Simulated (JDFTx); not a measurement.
The system is Ti.

```
Ti
1.0
    -1.64100    1.64100    1.64100
     1.64100   -1.64100    1.64100
     1.64100    1.64100   -1.64100
Ti
1
Direct
  0.00000 0.00000 0.00000
```

This isn't the form of Ti at room conditions, which is hcp.

- Program: JDFTx 1.7.0 (patched build)
- Task: relaxation of cell and atoms
- Functional: PBE
- Potentials or basis: PseudoDojo-SR-PBE-0.5-standard with smoothed tails
- Cutoff: 1143 eV
- Density cutoff: 4572 eV
- k mesh: 11 × 11 × 11
- Occupations: fermi-dirac, width 0.05 eV
- Spin: no spin polarisation

At the start: pressure -2.5 GPa; volume 17.68 Å³/atom.

Task: How do energy, volume and symmetry change on relaxing?

Result: Over 5 steps the energy falls by 3.3 meV/atom and the volume is 17.25 Å³/atom (-2.4 %); space group Im-3m (No. 229, to 0.05 Å).

The path:
| step | energy change (eV) | largest force (eV/Å) | pressure (GPa) | volume (Å³) |
| --- | --- | --- | --- | --- |
| 1 | 0.0000 | 0.0000 | -2.46 | 17.68 |
| 2 | -0.0009 | 0.0000 | -2.10 | 17.61 |
| 3 | -0.0033 | 0.0000 | -0.01 | 17.26 |
| 4 | -0.0033 | 0.0000 | -0.01 | 17.25 |
| 5 | -0.0033 | 0.0000 | 0.00 | 17.25 |

Final structure:
```cif
data_structure
_symmetry_space_group_name_H-M 'P 1'
_symmetry_Int_Tables_number 1
_cell_length_a 2.8193
_cell_length_b 2.8193
_cell_length_c 2.8193
_cell_angle_alpha 109.471
_cell_angle_beta 109.471
_cell_angle_gamma 109.471
_cell_volume 17.25
loop_
_atom_site_label
_atom_site_type_symbol
_atom_site_fract_x
_atom_site_fract_y
_atom_site_fract_z
_atom_site_occupancy
Ti1 Ti 0.00000 0.00000 0.00000 1
```
